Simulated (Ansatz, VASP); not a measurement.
**GaN: VASP beside Ansatz**

The input INCAR:

```
PREC = Accurate ; ENCUT = 520
EDIFF = 1E-8 ; ISMEAR = -1
SIGMA = 0.02 ; LREAL = False
LASPH = True ; NELM = 80
ALGO = Normal ; ISIF = 2
LWAVE = False ; LCHARG = False
GGA = PE ; LEFG = True
NBANDS = 16
```

KPOINTS

```
Automatic mesh
0
Gamma
  10 10 10
```

File POSCAR:

```
GaN
1.0
    0.0000000000      1.9925000000      1.9925000000
    1.9925000000      0.0000000000      1.9925000000
    1.9925000000      1.9925000000      0.0000000000
Ga N
1 1
Direct
    0.5000000000      0.5000000000      0.5000000000
    0.0000000000      0.0000000000      0.0000000000
```

Input for Ansatz:

```yaml
crystal:
  lattice:
    - [0.0, 1.9925, 1.9925]
    - [1.9925, 0.0, 1.9925]
    - [1.9925, 1.9925, 0.0]
  atoms:
    - { symbol: Ga, position: [0.5, 0.5, 0.5] }
    - { symbol: "N", position: [0.0, 0.0, 0.0] }
kpoints:
  mp_grid: { grid: [10, 10, 10] }
scf:
  occupations: { method: fermi_dirac, width: 0.02 }
hamiltonian:
  xc: pbe
  pseudopotentials: { kind: paw }
output:
  forces: true
  stress: true
  eigenvalues: true
  efg: { contact_densities: true }
  write_density: true
  write_potential: true
  elf: true
  volumetric_format: npy
```

Alike in both runs: task electric field gradients; functional PBE; k mesh 10 × 10 × 10; occupations fermi-dirac, width 0.02 eV; no spin polarisation.

|  | VASP | Ansatz |
| --- | --- | --- |
| version | VASP 6.6.1 | Ansatz 0.2.0 |
| potentials or method | VASP PAW PBE potentials, release 64 (Ga_d, N) | PAW with Ansatz's default frozen-core files, scalar-relativistic |
| plane-wave cutoff (eV) | 520 | 420 |
| valence electrons in the cell | 18 | 18 |

Ansatz gave:

| Quantity | Value |
| --- | --- |
| gap on the k mesh at the Fermi level (eV) | 1.83 |
| Vzz of the field gradient on the site that differs most (V/Å²) | 0.0 |

What did VASP give for the same quantities?

gap on the k mesh at the Fermi level (eV): 1.82; Vzz of the field gradient on the site that differs most (V/Å²): 0.0.

The functional is the same, so the differences come from potentials, cutoffs and numerics.

 A hybrid or GW would open this gap; PBE tends to underestimate it. A k mesh can miss the band edges.
